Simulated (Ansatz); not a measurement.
Runs of Ansatz 0.2.0 on Fe3Ge. The structure is cubic, space group Pm-3m (No. 221). Conventional cell: a = 3.661 Å, b = 3.661 Å, c = 3.661 Å, α = 90.00°, β = 90.00°, γ = 90.00°. Ge (site symmetry m-3m) has 12 Fe at 2.59 Å as nearest neighbours. Fe (site symmetry 4/mmm) has 4 Ge at 2.59 Å and 8 Fe at 2.59 Å as nearest neighbours. The cell comes from a database or a generator and needn't be the stable form of this composition.

```csv
spin,k mesh,gap on the mesh (eV),pressure (GPa),moment (μB)
"collinear, ferrimagnetic start",7 × 7 × 7,none,-11.6,6.41
off,7 × 7 × 7,none,(a),-
"non-collinear, random start",5 × 5 × 5,none,-11.0,6.56
"collinear, ferromagnetic start",7 × 7 × 7,none,-11.6,6.41
```

Alike in all rows: task single point; level PBEsol; potentials or basis Ansatz PAW; cell as given; cutoff (eV) 420; smearing fermi-dirac 0.05 eV.

Question: Fill in the values left out.

Answer: (a) -24.7.

Caveats: the PAW data sets come from PBE, with cores solved anew for the run's functional, which leaves a small shift of forces and pressure; the starting moments weren't kept (some runs).

A k mesh can miss the band edges, and the runs leave out spin-orbit coupling on Ge.

A gap of «none» marks a metal or a gap under the smearing width.
